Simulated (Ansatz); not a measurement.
**Nb2NF2 MXene monolayer in a perpendicular field**

Aim: how the Nb2NF2 MXene monolayer screens a field along its normal, and what the field does to its bands. A positive field points along +c.

Main program and level: Ansatz 0.2.0; plane-wave DFT, PBE-D3(BJ), Ansatz PAW (set soft_1); PAW set soft_1.

### 1. The structure

The cell holds 5 atoms: 2 F, 2 Nb and 1 N. Cell: a = 3.079 Å, b = 3.079 Å, c = 39.956 Å, α = 90.0°, β = 90.0°, γ = 120.0°. Vacuum lies along c.

### 2. Relaxation

The starting cell is a guess, so the in-plane lattice and the atoms are relaxed first, with the slab cut off from its images along the normal.

Contents of input.yaml:

```yaml
crystal:
  lattice:
    - [3.079076, 0.0, 0.0]
    - [-1.539538, 2.6665580362, 0.0]
    - [0.0, 0.0, 39.9555570675]
  atoms:
    - { symbol: F, position: [0.3333333333, 0.6666666667, 0.4442435872] }
    - { symbol: Nb, position: [0.6666666667, 0.3333333333, 0.4695931819], spin: 1.0 }
    - { symbol: "N", position: [0.0, 0.0, 0.5] }
    - { symbol: Nb, position: [0.3333333333, 0.6666666667, 0.5304068181], spin: 1.0 }
    - { symbol: F, position: [0.6666666667, 0.3333333333, 0.5557564128] }
  periodic: [true, true, false]
magnetization:
  spin_polarized: true
kpoints:
  mp_grid: { grid: [12, 12, 1] }
hamiltonian:
  xc: pbe
  dispersion: d3bj
  pseudopotentials: { kind: paw, azcp: { folder: soft_1 } }
scf:
  occupations: { method: fermi_dirac, width: 0.05 }
  convergence: { dr2_threshold: 1.0e-09 }
relax:
  f_tol: 0.004
  max_steps: 90
  cell: {}
output:
  write_potential: true
  write_density: true
  volumetric_format: npy
```

The run is started by

```console
ansatz run input.yaml --threads 2 --pin off --max-ram 3072MiB --backend cpu --events-out ev --progress --plain --runs-dir out
```

Numbers of over 12 decimals in the logs are rounded to 6 here.

The log of the run:

```text
Warning: relax.cell: scf.convergence.dr2_threshold = 1e-9 eV is looser than the 2.39276660776e-10 eV advised for a relaxation that steers and ends on the stress (1e-10 eV for each atom of the cell: 5, times the square of relax.cell.stress_2d_tol = 0.05 N/m over 14.5 Å (the atoms' height at the walk's start and 5 Å past either face), 3.459e-2 GPa, over a crystal's default 0.05). What an SCF threshold leaves in a stress goes as its square root, and in the free energy as the threshold itself, and one threshold admits the most on a small cell: [figures from the program's tests cut] Set scf.convergence.dr2_threshold to 2.39276660776e-10 eV or tighter. [rest of the remark cut]
Engine: ansatz 0.2.0, aarch64-unknown-linux-gnu
Pseudopotentials: kind: paw
Pseudopotential: F, paw, valence charge 7, recommended cutoff 420 eV (normal), soft_1/F.paw.azcp
Pseudopotential: Nb, paw, valence charge 13, recommended cutoff 420 eV (normal), soft_1/Nb.paw.azcp
Pseudopotential: N, paw, valence charge 5, recommended cutoff 420 eV (normal), soft_1/N.paw.azcp
Functional definition: PBE
  parameter kappa = 0.804
  parameter beta = 0.066725
  exchange = pbe_x(kappa = kappa, mu = beta*pi^2/3)
  correlation = pbe_c(beta = beta)
Crystal: 5 atoms, lattice volume = 328.056 Å³
Basis set: ecut = 420 eV, 6373 PW (Γ), exchange–correlation on 48×48×540 points (8 copies of the dense FFT grid, shifted against one another)
Bands: 29, of which v1, the nominal top of the filled ones, is band 23 counted from 1 (22 counted from 0)
Symmetry: 12 space group operations
Space group: P-3m1 (ITA 164), of the structure as read, at distance tolerance 6.9e-5 Å
Magnetic group: BNS 164.85 (UNI 1315), of the structure as read, at distance tolerance 6.9e-5 Å
k-points: 19 of 144
Non-local potential: F, projectors of the file, l = 0: 2, l = 1: 2, l = 2: 1
Non-local potential: Nb, projectors of the file, l = 0: 3, l = 1: 2, l = 2: 2, l = 3: 1
Non-local potential: N, projectors of the file, l = 0: 2, l = 1: 2, l = 2: 1
PAW form: soft (Blöchl's): semilocal exchange-correlation on the pseudo side does not see the compensation charge
PAW one-centre angular grid: F, 110 points (default); XC on 64 Gauss nodes
PAW one-centre angular grid: Nb, 590 points (default); XC on 64 Gauss nodes
PAW one-centre angular grid: N, 110 points (default); XC on 64 Gauss nodes
Initial density: superposition of atomic densities (neutral atoms: chi_scale 0, normalization atom)
Starting moments: Σ|m| = 2 μB on 2 of 5 sites
Initial wavefunctions: pseudopotential atomic-orbital guess
Functional: x = pbe(κ = 0.804, μ = 0.219515), c = pbe(β = 0.066725)
SCF iter   1: F=—  HF=-11112.655178 eV  |F-HF|=—  |Δ(HF+E_count)|=         —  Δρ=3.68e-2 (↑3.68e-2 ↓3.30e-2)  dr2=2.34e1  dr2_m=8.92e-2  M=1.055 μB ∫|m|=1.067 μB  β_m=0.30  ethr=3.10e-3  ⟨swp⟩=15.1  Hψ=8870  notcnv=0
Mixer restart at iter 1: flushing history
preconditioner: auto → LDOS  [metal: Δε(μ)=0.040 eV  Ē_g=11.268 eV  σ=0.050 eV  W_gap=0.19  n_scr=24 (ndim 8)  ℏωp=10.3 eV  f_vac=0.804  D(μ)=3.43/eV (n_scr^D=16)]
spin=Collinear: LDOS preconditioning applied to the charge; magnetization (m = ρ↑ − ρ↓) channel mixes plain (no charge-response kernel on spin).
SCF iter   2: F=—  HF=-11109.702880 eV  |F-HF|=—  |Δ(HF+E_count)|=    2.95e0  Δρ=2.60e-2 (↑2.60e-2 ↓2.33e-2)  dr2=1.24e1  dr2_m=4.70e-2  M=1.024 μB ∫|m|=1.031 μB  β_m=0.58  ethr=3.10e-3  ⟨swp⟩=3.9  Hψ=2682  notcnv=0  defer=18
SCF iter   3: F=—  HF=-11107.135105 eV  |F-HF|=—  |Δ(HF+E_count)|=    2.57e0  Δρ=5.25e-3 (↑5.25e-3 ↓5.23e-3)  dr2=4.15e-1  dr2_m=4.83e-3  M=0.869 μB ∫|m|=0.872 μB  β_m=0.63  ethr=3.10e-3  ⟨swp⟩=5.6  Hψ=3458  notcnv=0  defer=18
SCF iter   4: F=—  HF=-11107.133720 eV  |F-HF|=—  |Δ(HF+E_count)|=   1.38e-3  Δρ=1.94e-3 (↑1.77e-3 ↓1.94e-3)  dr2=2.73e-2  dr2_m=1.46e-3  M=0.809 μB ∫|m|=0.812 μB  β_m=0.72  ethr=9.21e-4  ⟨swp⟩=3.9  Hψ=2452  notcnv=0  defer=10
SCF iter   5: F=—  HF=-11107.147701 eV  |F-HF|=—  |Δ(HF+E_count)|=         —  Δρ=1.03e-3 (↑9.84e-4 ↓1.03e-3)  dr2=5.33e-3  dr2_m=2.52e-3  M=0.666 μB ∫|m|=0.670 μB  β_m=0.72  ethr=6.06e-5  ⟨swp⟩=5.1  Hψ=3179  notcnv=0  defer=8
SCF iter   6: F=—  HF=-11107.147780 eV  |F-HF|=—  |Δ(HF+E_count)|=   7.89e-5  Δρ=5.34e-4 (↑4.29e-4 ↓5.34e-4)  dr2=4.07e-4  dr2_m=6.15e-4  M=0.631 μB ∫|m|=0.634 μB  β_m=0.86  ethr=1.19e-5  ⟨swp⟩=3.9  Hψ=2368  notcnv=0  defer=6
SCF iter   7: F=—  HF=-11107.148501 eV  |F-HF|=—  |Δ(HF+E_count)|=   7.21e-4  Δρ=2.01e-4 (↑2.01e-4 ↓1.85e-4)  dr2=1.41e-4  dr2_m=8.99e-5  M=0.585 μB ∫|m|=0.588 μB  β_m=0.84  ethr=9.04e-7  ⟨swp⟩=4.1  Hψ=2994  notcnv=0  defer=5
SCF iter   8: F=—  HF=-11107.148555 eV  |F-HF|=—  |Δ(HF+E_count)|=   5.38e-5  Δρ=8.27e-5 (↑8.27e-5 ↓7.86e-5)  dr2=5.92e-6  dr2_m=1.79e-5  M=0.563 μB ∫|m|=0.566 μB  β_m=0.92  ethr=3.14e-7  ⟨swp⟩=3.2  Hψ=2530  notcnv=0  defer=5
SCF iter   9: F=—  HF=-11107.148535 eV  |F-HF|=—  |Δ(HF+E_count)|=   1.96e-5  Δρ=2.91e-5 (↑2.29e-5 ↓2.91e-5)  dr2=2.02e-6  dr2_m=1.45e-6  M=0.543 μB ∫|m|=0.546 μB  β_m=0.96  ethr=1.32e-8  ⟨swp⟩=5.4  Hψ=3438  notcnv=0  defer=5
SCF iter  10: F=—  HF=-11107.148540 eV  |F-HF|=—  |Δ(HF+E_count)|=   4.51e-6  Δρ=1.11e-5 (↑1.11e-5 ↓8.82e-6)  dr2=3.08e-7  dr2_m=2.09e-7  M=0.538 μB ∫|m|=0.540 μB  β_m=0.98  ethr=4.48e-9  ⟨swp⟩=3.7  Hψ=2547  notcnv=0  defer=5
SCF iter  11: F=—  HF=-11107.148541 eV  |F-HF|=—  |Δ(HF+E_count)|=   7.39e-7  Δρ=3.99e-6 (↑3.99e-6 ↓3.17e-6)  dr2=8.73e-8  dr2_m=1.72e-8  M=0.538 μB ∫|m|=0.541 μB  β_m=0.96  ethr=6.84e-10  ⟨swp⟩=3.8  Hψ=2815  notcnv=0  defer=5
SCF iter  12: F=—  HF=-11107.148541 eV  |F-HF|=—  |Δ(HF+E_count)|=   2.96e-7  Δρ=1.27e-6 (↑1.20e-6 ↓1.27e-6)  dr2=1.53e-8  dr2_m=1.58e-9  M=0.538 μB ∫|m|=0.540 μB  β_m=0.89  ethr=1.94e-10  ⟨swp⟩=3.3  Hψ=2389  notcnv=0  defer=5
SCF iter  13: F=—  HF=-11107.148541 eV  |F-HF|=—  |Δ(HF+E_count)|=   3.78e-8  Δρ=6.33e-7 (↑6.33e-7 ↓4.34e-7)  dr2=1.17e-9  dr2_m=4.57e-10  M=0.538 μB ∫|m|=0.540 μB  β_m=0.90  ethr=3.39e-11  ⟨swp⟩=3.8  Hψ=2682  notcnv=0  defer=5
SCF iter  14: F=-11107.148541 eV  HF=-11107.148541 eV  |F-HF|=6.58e-10  |Δ(HF+E_count)|=   3.95e-9  Δρ=1.13e-7 (↑1.13e-7 ↓1.00e-7)  dr2=5.16e-11  dr2_m=2.30e-11  M=0.538 μB ∫|m|=0.540 μB  ethr=2.22e-12  ⟨swp⟩=9.3  Hψ=9556  notcnv=0
SCF 1 converged in 14 iterations: F = -11107.148541 eV  dr2 = 5.16e-11
  greatest PAW one-centre occupation: 0.998 electrons in one spin orbital (limit 2), on the Nb atom at site 3 (counted from 0), in its partial waves of l = 0
[...]
relax step   8: F+E_penalty+E_count = -11109.72290661 eV  Δ(F+E_penalty+E_count) = +2.039e-5 eV  max|allowed force component| = 4.713e-4 eV/Å  Δτ_max = 0.0003 Å  P = +0.021 N/m  Ω = 363.798 Å³  energy of the carried Pulay correction = -1.097e-2 eV  fix = [c, alpha, beta]  reactions: c +0.000 N/m  (6 SCF iters, accepted)
relax step   9: F+E_penalty+E_count = -11109.75112080 eV  Δ(F+E_penalty+E_count) = -2.821e-2 eV  max|allowed force component| = 3.239e-3 eV/Å  Δτ_max = 0.0000 Å  P = +0.719 N/m  Ω = 363.798 Å³  fix = [c, alpha, beta]  reactions: c +0.000 N/m  stress off target by 7.19e-1 N/m on what of the cell is left free  SCF on the basis re-selected at this cell (its energy is not comparable with the rows above)  (7 SCF iters)
relax step  10: F+E_penalty+E_count = -11109.75161673 eV  Δ(F+E_penalty+E_count) = -4.959e-4 eV  max|allowed force component| = 7.690e-3 eV/Å  Δτ_max = 0.0068 Å  P = +0.069 N/m  Ω = 365.770 Å³  energy of the carried Pulay correction = -6.507e-4 eV  fix = [c, alpha, beta]  reactions: c +0.000 N/m  (8 SCF iters, accepted)
relax step  11: F+E_penalty+E_count = -11109.75158125 eV  Δ(F+E_penalty+E_count) = +3.548e-5 eV  max|allowed force component| = 4.588e-3 eV/Å  Δτ_max = 0.0006 Å  P = -0.014 N/m  Ω = 365.898 Å³  energy of the carried Pulay correction = -6.940e-4 eV  fix = [c, alpha, beta]  reactions: c -0.000 N/m  (6 SCF iters, accepted)
relax step  12: F+E_penalty+E_count = -11109.75158364 eV  Δ(F+E_penalty+E_count) = -2.391e-6 eV  max|allowed force component| = 5.973e-5 eV/Å  Δτ_max = 0.0003 Å  P = +0.000 N/m  Ω = 365.895 Å³  energy of the carried Pulay correction = -6.929e-4 eV  fix = [c, alpha, beta]  reactions: c +0.000 N/m  (5 SCF iters, accepted)
iter 1 solved again at ethr=6.05e-8 eV; its pass at ethr=3.10e-3 eV (dr2=2.72e-5 eV) is discarded
SCF iter   1: F=—  HF=-11109.752118 eV  |F-HF|=—  |Δ(HF+E_count)|=         —  Δρ=1.21e-5 (↑1.20e-5 ↓1.21e-5)  dr2=1.85e-7  dr2_m=5.11e-12  M=0.000 μB ∫|m|=0.000 μB  β_m=0.65  ethr=6.05e-8  ⟨swp⟩=7.8  Hψ=14662  notcnv=0
preconditioner: auto → LDOS  [metal: Δε(μ)=0.143 eV  Ē_g=8.844 eV  σ=0.050 eV  W_gap=0.45  n_scr=20 (ndim 8)  ℏωp=9.7 eV  f_vac=0.818  D(μ)=1.58/eV (n_scr^D=10)]
spin=Collinear: LDOS preconditioning applied to the charge; magnetization (m = ρ↑ − ρ↓) channel mixes plain (no charge-response kernel on spin).
SCF iter   2: F=—  HF=-11109.752218 eV  |F-HF|=—  |Δ(HF+E_count)|=   9.92e-5  Δρ=4.04e-6 (↑4.04e-6 ↓4.04e-6)  dr2=4.42e-8  dr2_m=1.09e-12  M=0.000 μB ∫|m|=0.000 μB  β_m=0.52  ethr=4.12e-10  ⟨swp⟩=4.4  Hψ=3167  notcnv=0
SCF iter   3: F=—  HF=-11109.752263 eV  |F-HF|=—  |Δ(HF+E_count)|=   4.54e-5  Δρ=1.95e-6 (↑1.95e-6 ↓1.95e-6)  dr2=3.91e-9  dr2_m=3.69e-13  M=0.000 μB ∫|m|=0.000 μB  β_m=0.62  ethr=9.82e-11  ⟨swp⟩=3.3  Hψ=2124  notcnv=0
SCF iter   4: F=-11109.752291 eV  HF=-11109.752290 eV  |F-HF|=4.56e-7  |Δ(HF+E_count)|=   2.72e-5  Δρ=1.39e-7 (↑1.39e-7 ↓1.38e-7)  dr2=1.02e-10  dr2_m=3.40e-14  M=0.000 μB ∫|m|=0.000 μB  ethr=2.22e-12  ⟨swp⟩=15.3  Hψ=10922  notcnv=0
the starting moments were not kept: the SCF closed with an absolute magnetisation of 2.0e-7 μB, where they sum to 2 μB in size (2 sites). That is at most 0.1 of that sum. Measured as dr2_m measures the in/out step, that magnetisation stands 4.8e-15 eV from none, at or under the dr2_threshold of 1.0e-9 eV: it is no larger than a step whose dr2_m would equal this threshold.
SCF 13 converged in 4 iterations: F = -11109.752291 eV  dr2 = 1.02e-10
relax step  13: F+E_penalty+E_count = -11109.75229069 eV  Δ(F+E_penalty+E_count) = -7.071e-4 eV  max|allowed force component| = 1.380e-4 eV/Å  Δτ_max = 0.0000 Å  P = +0.007 N/m  Ω = 365.895 Å³  fix = [c, alpha, beta]  reactions: c +0.000 N/m  stress off target by 7.03e-3 N/m on what of the cell is left free  SCF on the basis re-selected at this cell (its energy is not comparable with the rows above)  (4 SCF iters)
basis re-selected at this cell: Δ(F+E_penalty+E_count) = -7.071e-4 eV, ΔP = +0.007 N/m vs the last step (what re-selecting the basis moved, of the pressure what is left beyond the Pulay correction that the steps carried, after the strain that the cell walked since its last selection, with what the two solves' SCF thresholds leave and, on support functions, any second-order correction that the steps lacked; it is no m [...]
WARN: The output density's exchange-correlation potential varies sharply where the density is thin. Do not read a vacuum level from v_tot or v_xc, or from such a field of the output density. On a cell that repeats whose density bears no net charge and no dipole along the vacuum's axis use v_es (v_loc + v_h of the components); under efield.dipole_correction with no amplitude use v_es + v_field, which holds any externa [...]
SCF converged after 4 iterations
Magnetization: 0.0000 μB (22.5000 up, 22.5000 down)
Absolute magnetization: 0.0000 μB (∫|ρ↑−ρ↓|, with the PAW one-centre terms)
Spin contamination: 0.0000 ħ² per cell (⟨S²⟩ above its minimum at these occupations)
Per-site moments (μB) at R_I (Å): [(1.1233582561469367e-8, 0.947345), (2.480111676610378e-8, 0.880882), (-2.0338988393905393e-8, 0.880882), (2.4801116735703733e-8, 0.880882), (1.123358257113944e-8, 0.947345)]
Free energy (F): -11109.752291 eV
Harris-Foulkes:  -11109.752290 eV  (|F-HF|=4.56e-7)
Internal energy: -11109.738870 eV  (E = F + TS)
E sigma→0 (E₀):  -11109.745580 eV
Entropy (-TS):   -0.013421 eV (-2.684 meV/atom)
Fermi energy:    -3.910801 eV
--- Per-component energies (eV) ---
  E_band       = -1065.085514
  E_kinetic    = 1273.819061
  E_local      = -166060.655417  (includes V_loc(G=0)·N_el)
  E_nonlocal   = 400.238108
  E_hartree    = 82198.572870
  E_xc         = -545.527510
  E_vxc        = -675.133166  (∫ρ·V_xc dr)
  E_paw        = -6702.135361  (= ΣΔE_a)
  E_vpaw       = -400.504046  (= ΣTr[D̂ρ^β])
  E_aug_tail   = 0.002423  (compensation charges beyond the density's cutoff)
  E_ewald      = 78327.100674
  E_disp       = -1.153718  (pairwise vdW)
  E_smearing   = -0.013421  (= −TS)
  E_closure    = 0.000000  (closes the sum)
  Σ components = -11109.752291   (vs F -11109.752291, Δ=0.00e0)
--- Forces (eV/Å), atoms counted from 1 ---
  atom   1  F      0.00000000     0.00000000    -0.00006280
  atom   2  Nb     0.00000000    -0.00000000     0.00013803
  atom   3  N      0.00000000     0.00000000     0.00000000
  atom   4  Nb    -0.00000000     0.00000000    -0.00013803
  atom   5  F      0.00000000    -0.00000000     0.00006280
  max |Σ_I F_I| component: 4.63e-18 eV/Å
--- 2D stress c σ (N/m, compression-positive) ---
        0.007034       0.000000       0.000000
        0.000000       0.007034       0.000000
        0.000000       0.000000       0.000000
  P = ½ c Tr σ = 0.0070 N/m
--- Band table (eV; the first three rows and the last of 38) ---
  k-point 0 ↑: bands = [... 19 lower, -9.9180, -6.1899, -6.1899, -4.0813, -3.6128, -2.7247, -2.7247, -2.3135, ... 2 higher]
  k-point 1 ↑: bands = [... 19 lower, -9.8872, -6.3268, -6.0576, -4.1326, -3.4387, -2.8339, -2.7313, -2.5461, ... 2 higher]
  k-point 2 ↑: bands = [... 19 lower, -9.8688, -6.6289, -5.6889, -4.3158, -3.3870, -2.6800, -2.5876, -2.4357, ... 2 higher]
  k-point 18 ↓: bands = [... 19 lower, -10.0320, -5.4060, -5.4060, -5.3636, -2.2439, -2.2439, -1.9627, -0.8397, ... 2 higher]
  the weakly bound empty levels are not read free of the cell's end (no_gap_told)
--- Relaxed structure (11 steps of the walk, 9 accepted, 2 SCFs on fresh bases) ---
  F+E_penalty+E_count = -11109.75229069 eV   max|allowed force component| = 1.380e-4 eV/Å   (the final SCF, on the basis selected at the relaxed cell)
  cell:  # Å, volume = 365.8945 Å³
    - [3.251802, 0, 0]
    - [-1.625901, 2.816143, 0]
    - [0, 0, 39.9555570675]
  atoms:
    - { symbol: F, position: [0.333333, 0.666667, 0.441427] }
    - { symbol: Nb, position: [0.666667, 0.333333, 0.474532] }
    - { symbol: N, position: [0, 0, 0.5] }
    - { symbol: Nb, position: [0.333333, 0.666667, 0.525468] }
    - { symbol: F, position: [0.666667, 0.333333, 0.558573] }
```

Run time: 3.2 min. Hardware: 2 threads of Arm Neoverse V1, shared host; peak memory 0.78 GiB.

Step by step:

```csv
step,energy less that of the first step (eV),largest force component (eV/Å),volume (Å³)
1,0.0000,5.9733,328.06
2,-2.1505,3.3894,341.86
3,-2.0659,3.9893,352.89
4,-2.5524,0.4551,355.96
5,-2.5727,0.0690,361.25
6,-2.5744,0.0085,363.68
7,-2.5743,0.0210,363.83
8,-2.5744,0.0005,363.80
9*,-2.6026,0.0032,363.80
10,-2.6031,0.0077,365.77
11,-2.6030,0.0046,365.90
12,-2.6030,0.0001,365.89
13*,-2.6038,0.0001,365.89
```

Relaxation steps marked * repeat the geometry before them on a plane-wave basis chosen anew for their cell, so energy and pressure can jump there. Relaxation steps 3, 7 were tried and not accepted.

Forces are held to the 12 operations that the run works with; a distortion that breaks them can't arise in this run.

```csv
cell as run,before,after,change
a (Å),3.079,3.252,+5.6 %
b (Å),3.079,3.252,+5.6 %
```

The atoms that moved most (Å, along periodic axes as changes of fractional coordinates times the final cell, across vacuum about the mean position):

```csv
atom,dx,dy,dz,length
Nb2,0.000,0.000,0.197,0.197
Nb4,0.000,0.000,-0.197,0.197
F5,0.000,0.000,0.113,0.113
F1,0.000,0.000,-0.113,0.113
```

Final coordinates:

```xyz
5
Lattice="3.2518 0.0000 0.0000 -1.6259 2.8161 0.0000 0.0000 0.0000 39.9556" Properties=species:S:1:pos:R:3
F     0.0000    1.8774   17.6375
Nb    1.6259    0.9387   18.9602
N     0.0000    0.0000   19.9778
Nb    0.0000    1.8774   20.9954
F     1.6259    0.9387   22.3181
```

Numbers from this step:

| Property | Result |
| --- | --- |
| energy at zero smearing | -11109.7456 eV |

The lattice constant a goes from 3.079 to 3.252 Å.

(Part 1 of 2 ends here.)

[Logs are printed without paths, hosts, clocks, repeated set-up lines and the standing remarks that a program may print on its own settings, such as how far it seeks lower states.]

[Hosts, paths, dates, database ids (printed as entryN), source tags and the programs' standing remarks are cut or masked in the printed files.]

[Maps of the electrostatic potential energy from Ansatz leave out the sawtooth potential of an applied field or a dipole correction, so their vacuum need not be flat; planar profiles and work functions include it.]
